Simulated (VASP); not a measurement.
# Mo (P6_3/mmc) in VASP: a series of runs

Runs on Mo. Level: revPBE. Tasks: single point.

Program: VASP 6.6.1. These are calculated values, not measurements. Logs are shortened: lines on timing, memory, paths and dates and some standing lists are left out, and cuts for length are marked.

## 1. The crystal as given

The structure is hexagonal, space group P6_3/mmc (No. 194). Conventional cell: a = 2.782 Å, b = 2.782 Å, c = 9.697 Å, α = 90.00°, β = 90.00°, γ = 120.00°. Mo (site symmetry -3m) is surrounded by 12 Mo at 2.78 to 2.91 Å. Mo (site symmetry -6m2) is surrounded by 12 Mo at 2.78 to 2.91 Å.

This isn't the form of Mo at room conditions, which is bcc.

## 2. Single point, revPBE

Contents of INCAR:

```
SYSTEM = Mo
  PREC = Accurate
  ENCUT = 520
  EDIFF = 1E-7
  ISMEAR = -1
  SIGMA = 0.1
  LREAL = .False.
  LASPH = .True.
  NELM = 100
  ALGO = Fast
  ISIF = 2
  LWAVE = .False.
  LCHARG = .True.
  GGA = RE
  LELF = .True.
  LVHAR = .True.
  NBANDS = 36
```

Contents of KPOINTS:

```
Automatic mesh
0
Gamma
  17 17 5
  0 0 0
```

Contents of POSCAR:

```
Mo
1.0
    2.7820251854      0.0000000000      0.0000000000
   -1.3910125927      2.4093044845      0.0000000000
    0.0000000000      0.0000000000      9.6965812947
Mo
4
Direct
    1.0000000000      0.0000000000      1.0000000000
    0.0000000000      0.0000000000      0.5000000000
    0.3333333333      0.6666666667      0.2500000000
    0.6666666667      0.3333333333      0.7500000000
```

Potentials or basis: VASP PAW PBE potentials, release 64 (Mo_sv).

Launch:

```console
> cat potpaw_PBE.64/Mo_sv/POTCAR > POTCAR
> mpirun -np 1 vasp_std > vasp.out
```

OUTCAR:

```text
SYSTEM = Mo
   PREC = Accurate
   ENCUT = 520
   EDIFF = 1E-7
   ISMEAR = -1
   LREAL = .False.
   LASPH = .True.
   NELM = 100
   ISIF = 2
   GGA = RE

 ion  position               nearest neighbor table
   1  0.000  0.000  0.000-   3 2.91   4 2.91   3 2.91   4 2.91   4 2.91   3 2.91
   2  0.000  0.000  0.500-   3 2.91   4 2.91   3 2.91   4 2.91   4 2.91   3 2.91
   3  0.333  0.667  0.250-   1 2.91   2 2.91   1 2.91   2 2.91   1 2.91   2 2.91
   4  0.667  0.333  0.750-   1 2.91   2 2.91   1 2.91   2 2.91   1 2.91   2 2.91

  LATTYP: Found a hexagonal cell.
 ALAT       =     2.7820251854
 C/A-ratio  =     3.4854397960

  Lattice vectors:

 A1 = (   2.7820251854,   0.0000000000,   0.0000000000)
 A2 = (  -1.3910125927,   2.4093044845,   0.0000000000)
 A3 = (   0.0000000000,   0.0000000000,   9.6965812947)

Analysis of symmetry for initial positions (statically):
=====================================================================
 Subroutine PRICEL returns:
 Original cell was already a primitive cell.

 Routine SETGRP: Setting up the symmetry group for a
 hexagonal supercell.

 Subroutine GETGRP returns: Found 24 space group operations
 (whereof 12 operations were pure point group operations)
 out of a pool of 24 trial point group operations.

The static configuration has the point symmetry D_3d.
 The point group associated with its full space group is D_6h.

Analysis of symmetry for dynamics (positions and initial velocities):
=====================================================================
 Subroutine PRICEL returns:
 Original cell was already a primitive cell.

 Routine SETGRP: Setting up the symmetry group for a
 hexagonal supercell.

 Subroutine GETGRP returns: Found 24 space group operations
 (whereof 12 operations were pure point group operations)
 out of a pool of 24 trial point group operations.

The dynamic configuration has the point symmetry D_3d.
 The point group associated with its full space group is D_6h.

 Subroutine INISYM returns: Found 24 space group operations
 (whereof 12 operations are pure point group operations),
 and found     1 'primitive' translations

----------------------------------------------------------------------------------------

                                     Primitive cell

  volume of cell :      64.9937

  direct lattice vectors                    reciprocal lattice vectors
     2.782025185  0.000000000  0.000000000     0.359450376  0.207528772  0.000000000
    -1.391012593  2.409304484  0.000000000     0.000000000  0.415057543  0.000000000
     0.000000000  0.000000000  9.696581295     0.000000000  0.000000000  0.103129131

  length of vectors
     2.782025185  2.782025185  9.696581295     0.415057543  0.415057543  0.103129131

  position of ions in fractional coordinates (direct lattice)
     0.000000000  0.000000000  0.000000000
     0.000000000  0.000000000  0.500000000
     0.333333333  0.666666667  0.250000000
     0.666666667  0.333333333  0.750000000

  ion indices of the primitive-cell ions
   primitive index   ion index
                 1           1
                 2           2
                 3           3
                 4           4

----------------------------------------------------------------------------------------

 KPOINTS: Automatic mesh

Automatic generation of k-mesh.
 Grid dimensions read from file:
 generate k-points for:   17   17    5

 Generating k-lattice:

  Cartesian coordinates                     Fractional coordinates (reciprocal lattice)
     0.021144140  0.012207575  0.000000000     0.058823529  0.000000000  0.000000000
     0.000000000  0.024415150  0.000000000     0.000000000  0.058823529  0.000000000
     0.000000000  0.000000000  0.020625826     0.000000000  0.000000000  0.200000000

  Length of vectors
     0.024415150  0.024415150  0.020625826

  Shift w.r.t. Gamma in fractional coordinates (k-lattice)
     0.000000000  0.000000000  0.000000000

 Subroutine IBZKPT returns following result:
 ===========================================

 Found     99 irreducible k-points:

 Following reciprocal coordinates:
            Coordinates               Weight
  0.000000  0.000000  0.000000      1.000000
  0.058824  0.000000  0.000000      6.000000
  0.117647  0.000000  0.000000      6.000000
  0.176471 -0.000000  0.000000      6.000000
  0.235294  0.000000  0.000000      6.000000
  0.294118 -0.000000  0.000000      6.000000
[... 16 lines left out ...]
  0.411765  0.117647  0.000000     12.000000
  0.176471  0.176471  0.000000      6.000000
 [... further k-points ...]
   k-points           NKPTS =     99   k-points in BZ     NKDIM =     99   number of bands    NBANDS=     36
   number of dos      NEDOS =    301   number of ions     NIONS =      4
   total plane-waves  NPLWV =  41472
   dimension x,y,z NGX =    24 NGY =   24 NGZ =   72
   dimension x,y,z NGXF=    48 NGYF=   48 NGZF=  144
   ions per type =               4
   NGX,Y,Z   is equivalent  to a cutoff of  14.34, 14.34, 12.34 a.u.
   NGXF,Y,Z  is equivalent  to a cutoff of  28.68, 28.68, 24.69 a.u.
 SYSTEM =  Mo
   PREC   = accura    normal or accurate (medium, high low for compatibility)
   ISTART =      0    job   : 0-new  1-cont  2-samecut
   ICHARG =      2    charge: 1-file 2-atom 10-const
   ISPIN  =      1    spin polarized calculation?
   LNONCOLLINEAR =      F non collinear calculations
   LSORBIT =      F    spin-orbit coupling
   LASPH  =      T    aspherical Exc in radial PAW
   ENCUT  =  520.0 eV  38.22 Ry    6.18 a.u.   5.17  5.17 18.03*2*pi/ulx,y,z
   NELM   =    100;   NELMIN=  2; NELMDL= -5     # of ELM steps
   EDIFF  = 0.1E-06   stopping-criterion for ELM
   LREAL  =      F    real-space projection
   EDIFFG = 0.1E-05   stopping-criterion for IOM
   NSW    =      0    number of steps for IOM
   IBRION =     -1    ionic relax: 0-MD 1-quasi-New 2-CG
   NFREE  =      0    steps in history (QN), initial steepest desc. (CG)
   ISIF   =      2    stress and relaxation
   ISYM   =      2    0-nonsym 1-usesym 2-fastsym
   POTIM  = 0.5000    time-step for ionic-motion
   TEBEG  =    0.0;   TEEND  =   0.0 temperature during run
   PSTRESS=    0.0 pullay stress
   NELECT =      56.0000    total number of electrons
   NUPDOWN=      -1.0000    fix difference up-down
   EMIN   =  10.00;   EMAX   =-10.00  energy-range for DOS
   EFERMI =   0.00;   METHOD = LEGACY
   ISMEAR =    -1;   SIGMA  =   0.10  broadening in eV -4-tet -1-fermi 0-gaus
   EFERMI_NEDOS =   21; number of points for ismear=-14 and -15
   IALGO  =     68    algorithm
   IMIX   =      4    mixing-type and parameters
     AMIX     =   0.40;   BMIX     =  1.00
     AMIX_MAG =   1.60;   BMIX_MAG =  1.00
  volume/ion in A,a.u.               =      16.25       109.65
  Fermi-wavevector in a.u.,A,eV,Ry     =   1.557807  2.943829 33.018119  2.426763
  Thomas-Fermi vector in A             =   2.661404
   LORBIT       =      0    0 simple, 1 ext, 2 COOP (PROOUT), +10 PAW based schemes
   GGA     = RE    functional components
   LHFCALC =     F    Hartree Fock is set to
   AEXX    =    0.0000 exact exchange contribution
   IVDW    =     0    specifies the selected vdW correction
   LEPSILON=     F    determine dielectric tensor
   LRPA    =     F    only Hartree local field effects (RPA)
 non-spin polarized calculation
 RMM-DIIS sequential band-by-band and
  energy-cutoff  :      520.00
  volume of cell :       64.99
 maximum number of plane-waves:      1773
 NGX is ok and might be reduce to    24
   NGX = 11   NGY = 11   NGZ = 37

 number of electron      56.0000000 magnetization

 Free energy of the ion-electron system (eV)
  ---------------------------------------------------
  ext. energy  EPLUGINS =         0.00000000
  ---------------------------------------------------
  free energy    TOTEN  =       -40.33620908 eV

  energy without entropy =      -40.15872121  energy(sigma->0) =      -40.24746514

 E-fermi :  11.7136     XC(G=0): -13.1041

 val. band max:       11.7078966468   @ k =   0.4118   0.1765   0.2000
 cond. band min:      11.7162611867   @ k =   0.1176   0.0588   0.0000
 fundamental gap:      0.0083645399
 Fermi energy:        11.7135783178

 k-point     1 :       0.0000    0.0000    0.0000
  band No.  band energies     occupation
      1     -49.1218      2.00000
      2     -49.0505      2.00000
      3     -49.0307      2.00000
      4     -48.9581      2.00000
      5     -23.6831      2.00000
      6     -23.1714      2.00000
[... 28 lines left out ...]
     35      13.9534      0.00000
     36      13.9739      0.00000

 k-point     2 :       0.0588    0.0000    0.0000
  band No.  band energies     occupation
      1     -49.1146      2.00000
      2     -49.0445      2.00000
      3     -49.0247      2.00000
      4     -48.9533      2.00000
      5     -23.6695      2.00000
      6     -23.1694      2.00000
[... 28 lines left out ...]
     35      13.9906      0.00000
     36      14.0628      0.00000

 k-point     3 :       0.1176    0.0000    0.0000
  band No.  band energies     occupation
      1     -49.0938      2.00000
      2     -49.0272      2.00000
      3     -49.0074      2.00000
      4     -48.9396      2.00000
      5     -23.6298      2.00000
      6     -23.1666      2.00000
[... 28 lines left out ...]
     35      14.0173      0.00000
     36      14.2724      0.00000

 k-point     4 :       0.1765   -0.0000    0.0000
  band No.  band energies     occupation
      1     -49.0619      2.00000
      2     -49.0009      2.00000
      3     -48.9811      2.00000
      4     -48.9191      2.00000
      5     -23.5673      2.00000
      6     -23.1761      2.00000
[... 28 lines left out ...]
     35      14.0093      0.00000
     36      14.2255      0.00000

 k-point     5 :       0.2353    0.0000    0.0000
  band No.  band energies     occupation
      1     -49.0225      2.00000
      2     -48.9690      2.00000
      3     -48.9492      2.00000
      4     -48.8950      2.00000
      5     -23.4887      2.00000
      6     -23.2414      2.00000
[... 655 lines left out ...]
 k-point    22 :       0.3529    0.1176    0.0000
  band No.  band energies     occupation
      1     -48.8986      2.00000
      2     -48.8763      2.00000
      3     -48.8564      2.00000
      4     -48.8341      2.00000
      5     -23.6374      2.00000
      6     -23.5971      2.00000
[... 28 lines left out ...]
     35      15.5313      0.00000
     36      15.7912      0.00000

 k-point    23 :       0.4118    0.1176    0.0000
  band No.  band energies     occupation
      1     -48.8808      2.00000
      2     -48.8649      2.00000
      3     -48.8450      2.00000
      4     -48.8291      2.00000
      5     -23.6983      2.00000
      6     -23.6520      2.00000
[... 28 lines left out ...]
     35      15.3886      0.00000
     36      15.8596      0.00000

 k-point    24 :       0.1765    0.1765    0.0000
  band No.  band energies     occupation
      1     -48.9706      2.00000
      2     -48.9283      2.00000
      3     -48.9085      2.00000
      4     -48.8658      2.00000
      5     -23.3758      2.00000
      6     -23.3558      2.00000
[... 28 lines left out ...]
     35      14.6226      0.00000
     36      15.2766      0.00000

 [... further k-points ...]

------------------------ aborting loop because EDIFF is reached ----------------------------------------

  FORCE on cell =-STRESS in cart. coord.  units (eV):
  Direction    XX          YY          ZZ          XY          YZ          ZX
  --------------------------------------------------------------------------------------
  -------------------------------------------------------------------------------------
  Total        0.1888944      0.1888944      0.1715752      0.0000000      0.0000000      0.0000000
  in kB        4.6564868      4.6564868      4.2295451      0.0000000      0.0000000      0.0000000
  external PRESSURE =       4.5141729 kB  Pullay stress =       0.0000000 kB

 VOLUME and BASIS-vectors are now :
 -----------------------------------------------------------------------------
  energy-cutoff  :      520.00
  volume of cell :       64.99
      direct lattice vectors                 reciprocal lattice vectors
     2.782025185  0.000000000  0.000000000     0.359450376  0.207528772  0.000000000
    -1.391012593  2.409304484  0.000000000     0.000000000  0.415057543  0.000000000
     0.000000000  0.000000000  9.696581295     0.000000000  0.000000000  0.103129131

 POSITION                                       TOTAL-FORCE (eV/Angst)
 -----------------------------------------------------------------------------------
      0.00000      0.00000      0.00000         0.000000      0.000000      0.000000
      0.00000      0.00000      4.84829        -0.000000      0.000000      0.000000
     -0.00000      1.60620      2.42415        -0.000000      0.000000     -0.000000
      1.39101      0.80310      7.27244        -0.000000      0.000000      0.000000
 -----------------------------------------------------------------------------------
    total drift:                               -0.000000      0.000000      0.000000

  FREE ENERGIE OF THE ION-ELECTRON SYSTEM (eV)
  ---------------------------------------------------
  free  energy   TOTEN  =       -40.3362090817 eV

  energy  without entropy=      -40.1587212066  energy(sigma->0) =      -40.24746514
```

Wall time 2.9 min (1 thread of Intel Xeon Platinum 8559C (Emerald Rapids), shared host); peak memory 0.3 GiB.

Results:

```
Free energy            : -40.3362 eV
Pressure               : 0.5 GPa
Band gap on the k mesh : none (metal or under the smearing width)
```

Levels at points of the mesh, in eV from the Fermi level:
| k point | band 25 | band 26 | band 27 | band 28 | band 29 | band 30 | band 31 | band 32 |
| --- | --- | --- | --- | --- | --- | --- | --- | --- |
| (0.00, 0.00, 0.00) | -0.75 | -0.63 | -0.63 | -0.37 | -0.37 | -0.22 | -0.22 | 0.78 |

Caveat: the PAW data sets were made with another functional, which shifts forces and pressure a little.

## 3. Single point, revPBE

This run uses another cell than the first one, of 16.90 Å³/atom, 1.040 times its volume.

Contents of INCAR:

```
SYSTEM = Mo
ALGO = Fast
EDIFF = 1E-6
ENCUT = 520
GGA = RE
ISIF = 2
ISMEAR = -1
LASPH = .True.
LCHARG = .False.
LREAL = .False.
LWAVE = .False.
NBANDS = 36
NELM = 60
PREC = Accurate
SIGMA = 0.1
```

Contents of KPOINTS:

```
k-points
0
Gamma
  15 15 4
  0 0 0
```

Contents of POSCAR:

```
Mo
1.0
    2.8186349783      0.0000000000      0.0000000000
   -1.4093174891      2.4410094952      0.0000000000
    0.0000000000      0.0000000000      9.8241825236
Mo
4
Direct
    1.0000000000      0.0000000000      1.0000000000
    0.0000000000      0.0000000000      0.5000000000
    0.3333333333      0.6666666667      0.2500000000
    0.6666666667      0.3333333333      0.7500000000
```

Potentials or basis: VASP PAW PBE potentials, release 64 (Mo_sv).

Launch:

```console
> cat potpaw_PBE.64/Mo_sv/POTCAR > POTCAR
> mpirun -np 1 vasp_std > vasp.out
```

Wall time 2.4 min (1 thread of Intel Xeon Platinum 8559C (Emerald Rapids), shared host); peak memory 0.29 GiB.

The run converged. Its results:

- Free energy: -40.2769 eV
- Pressure: -8.0 GPa
- Band gap on the k mesh: none (metal or under the smearing width)

Stress tensor (GPa, compression positive):
```
-8.36  0.00  0.00
 0.00 -8.36  0.00
 0.00  0.00 -7.34
```

Levels at points of the mesh, in eV from the Fermi level:
| k point | band 25 | band 26 | band 27 | band 28 | band 29 | band 30 | band 31 | band 32 |
| --- | --- | --- | --- | --- | --- | --- | --- | --- |
| (0.00, 0.00, 0.00) | -0.69 | -0.58 | -0.58 | -0.34 | -0.34 | -0.20 | -0.20 | 0.68 |
| (0.00, 0.00, 0.50) | -0.59 | -0.59 | -0.46 | -0.46 | -0.34 | -0.34 | -0.34 | -0.34 |

Caveat: the PAW data sets were made with another functional, which shifts forces and pressure a little.

## 4. Single point, revPBE

This run uses another cell than the first one, of 15.60 Å³/atom, 0.960 times its volume.

Contents of INCAR:

```
ALGO = Fast
EDIFF = 1E-7
ENCUT = 520
GGA = RE
ISIF = 2
ISMEAR = -1
LASPH = True
LCHARG = False
LREAL = False
LWAVE = False
NBANDS = 36
NELM = 60
PREC = Accurate
SIGMA = 0.1
```

Contents of KPOINTS:

```
k-points
0
Gamma
  15 15 4
```

Contents of POSCAR:

```
Mo
1.0
    2.7444256414      0.0000000000      0.0000000000
   -1.3722128207      2.3767423242      0.0000000000
    0.0000000000      0.0000000000      9.5655303475
Mo
4
Direct
    1.0000000000      0.0000000000      1.0000000000
    0.0000000000      0.0000000000      0.5000000000
    0.3333333333      0.6666666667      0.2500000000
    0.6666666667      0.3333333333      0.7500000000
```

Launch:

```console
> cat potpaw_PBE.64/Mo_sv/POTCAR > POTCAR
> mpirun -np 1 vasp_std > vasp.out
```

Run time: 2 min. Hardware: 1 thread of Intel Xeon Platinum 8559C (Emerald Rapids), shared host; peak memory 0.25 GiB.

Results (log left out):

* Free energy: -40.2513 eV
* Pressure: 10.7 GPa
* Band gap on the k mesh: none (metal or under the smearing width)

Stress tensor (GPa, compression positive):
```
11.39  0.00  0.00
 0.00 11.39  0.00
 0.00  0.00  9.40
```

Levels at points of the mesh, in eV from the Fermi level:
| k point | band 24 | band 25 | band 26 | band 27 | band 28 | band 29 | band 30 | band 31 | band 32 | band 33 |
| --- | --- | --- | --- | --- | --- | --- | --- | --- | --- | --- |
| (0.00, 0.00, 0.00) | -0.82 | -0.82 | -0.69 | -0.69 | -0.43 | -0.43 | -0.26 | -0.26 | 0.89 | 1.63 |
| (0.00, 0.00, 0.50) | -0.71 | -0.71 | -0.71 | -0.42 | -0.42 | -0.42 | -0.42 | -0.36 | -0.36 | 1.95 |

Caveat: the PAW data sets were made with another functional, which shifts forces and pressure a little.

[end of part 1 of 2]
